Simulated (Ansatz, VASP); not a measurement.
**CaSe in VASP and in Ansatz**

```
Ca Se
1.0
     0.00000    2.66040    2.95600
     2.95600    0.00000    2.95600
     2.95600    2.66040    0.00000
Ca Se
1 1
Direct
  0.00000 0.00000 0.00000
  0.50000 0.50000 0.50000
```

Change from the starting cell: strain -0.1000 x Voigt [0, 1, 0, 0, 0, 0], atoms carried along.

Alike in both runs: task single point; functional PBE; k mesh 8 × 8 × 8; occupations gaussian, width 0.05 eV; no spin polarisation.

|  | VASP | Ansatz |
| --- | --- | --- |
| version | VASP 6.6.1 | Ansatz 0.2.0 |
| potentials or method | VASP PAW PBE potentials, release 64 (Ca_sv, Se) | scalar-relativistic, plane waves, PAW |
| plane-wave cutoff (eV) | 520 | 420 |
| valence electrons in the cell | 16 | 26 |

```csv
,VASP,Ansatz,Ansatz less VASP
gap on the k mesh at the Fermi level (eV),1.53,1.55,+0.020
least direct gap on the mesh (eV),2.59,2.60,+0.011
pressure (GPa),10.3,10.0,-0.29
largest component of the traceless stress (GPa),13.31,13.13,-0.182
```

The functional is the same, so the differences come from potentials, cutoffs and numerics. The two sets of potentials don't hold the same shells in valence.

A k mesh can miss the band edges.
